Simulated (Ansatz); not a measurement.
Wanted: the native input for an Ansatz 0.2.0 run.

```
Task                : phonons
Functional          : LDA
Potentials or basis : all-electron LAPW, scalar-relativistic
Cutoff              : 167 eV (chosen from the basis error)
Basis error allowed : 0.001 eV/atom
k mesh              : 8 × 8 × 8
Occupations         : fermi-dirac, width 0.05 eV
Spin                : no spin polarisation
Phonon path         : ["G", "X", "W", "K", "G", "L"]
```

The system is Pb.

```
CELL_PARAMETERS angstrom
0.00000 2.47502 2.47502
2.47502 0.00000 2.47502
2.47502 2.47502 0.00000
ATOMIC_POSITIONS crystal
Pb 0.00000 0.00000 0.00000
```

One way to write it, as run:

input.yaml

```yaml
crystal:
  lattice:
    - [0.0, 2.47502, 2.47502]
    - [2.47502, 0.0, 2.47502]
    - [2.47502, 2.47502, 0.0]
  atoms:
    - { symbol: Pb, position: [0.0, 0.0, 0.0] }
kpoints:
  mp_grid: { grid: [8, 8, 8] }
scf:
  occupations: { method: fermi_dirac, width: 0.05 }
hamiltonian:
  xc: lda
  pseudopotentials: { kind: all_electron, lapw: { basis_error: 0.001 } }
output: {}
phonons:
  method: fd
  supercell: [2, 2, 2]
  qpath:
    path:
      - [0.0, 0.0, 0.0]
      - [0.5, 0.0, 0.5]
      - [0.5, 0.25, 0.75]
      - [0.375, 0.375, 0.75]
      - [0.0, 0.0, 0.0]
      - [0.5, 0.5, 0.5]
    npoints: 8
```

Potentials or basis: all-electron LAPW, scalar-relativistic.

Run with:

```bash
$ ansatz run input.yaml --threads 1 --pin off --max-ram 3072MiB --backend cpu --events-out ev --progress --plain --runs-dir out
```

Run time: 2.4 min on 1 thread of Intel(R) Xeon(R) Platinum 8488C (Sapphire Rapids), with other jobs on the host, peak memory 1 GiB.
